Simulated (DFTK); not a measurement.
**NaCl under changes of volume**

One of the cells (21.478 Å³/atom); the others are scaled copies at fixed shape and fractional positions:

```
Cl Na
1.0
     3.50219    0.00000    0.00000
     0.00000    3.50219    0.00000
     0.00000    0.00000    3.50219
Cl Na
1 1
Direct
  0.50000 0.50000 0.50000
  0.00000 0.00000 0.00000
```

Measurements of this composition are mostly on another form, of space group No. 225.

```yaml
Program: DFTK 0.8.2
Functional: BLYP
Potentials_or_basis: SPMS 1.0 (PBE)
Cutoff: 816 eV
k_mesh: 6 × 6 × 6
Occupations: fermi-dirac, width 0.05 eV
Spin: no spin polarisation
```

```csv
volume (Å³/atom),energy over the lowest point (meV/atom),gap on the mesh (eV)
20.189,23.37,4.22
20.619,15.19,4.14
21.048,8.98,4.07
21.478,?,?
21.907,1.65,3.93
22.337,0.19,3.87
22.766,0.00,3.81
```

**Question.** What does the run at 21.478 Å³/atom give?

**Answer.** Energy over the lowest point 4.52 meV/atom; gap on the mesh 4.00 eV.

Worked out: A Birch-Murnaghan fit of order 3 (a polynomial in V^(-2/3)) to the other rows has its minimum at 22.62 Å³/atom with B0 = V·E''(V) = 23 GPa and B' = 4.6. It gives 4.52 meV/atom at 21.478 Å³/atom, against the run's 4.52. A straight line through the other rows of the gap, of slope -3.41 eV per unit of ln V, gives 4.00 eV, against the run's 4.00.

Energies are extrapolated to zero smearing.

Caveats: the potentials were made for another functional, which shifts forces and pressure.

A mesh can miss the band edges.
